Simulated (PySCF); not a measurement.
Molecule: `FC(F)F`, CHF$_{3}$.

Bonds (- single, = double, # triple, : aromatic): F1-C2, C2-F3, C2-F4. C2 carries H5.

Frames of a GFN2-xTB Langevin trajectory at 200 K; GIAO PBE0/pcSseg-1 shieldings in PySCF, gas phase, non-relativistic; equivalent atoms averaged within each frame.

δ = σ(ref) − σ, references computed at the same level: 19F (σ = 170.95 ppm) against CFCl3; TMS for 13C (σ = 186.93 ppm), 1H (σ = 31.72 ppm). The references are static minima.

Question: How do the shifts (ppm) fluctuate along the trajectory?

Answer: 
```tsv
time (fs)	F1/F3/F4	C2	H5
optimised geometry	-92.3	124.4	6.64
250	-90.4	125.5	6.26
425	-90.5	125.8	7.08
625	-82.6	130.0	6.41
800	-97.1	121.5	6.25
1000	-88.9	124.7	7.37
mean of frames	-89.9	125.5	6.68
standard deviation	5.2	3.0	0.52
```

5 frames give an uncertainty of the mean of about the standard deviation over 2.2 at best, since frames this close in time may not be independent; classical motion lacks zero-point vibration, and the reference would need the same averaging.
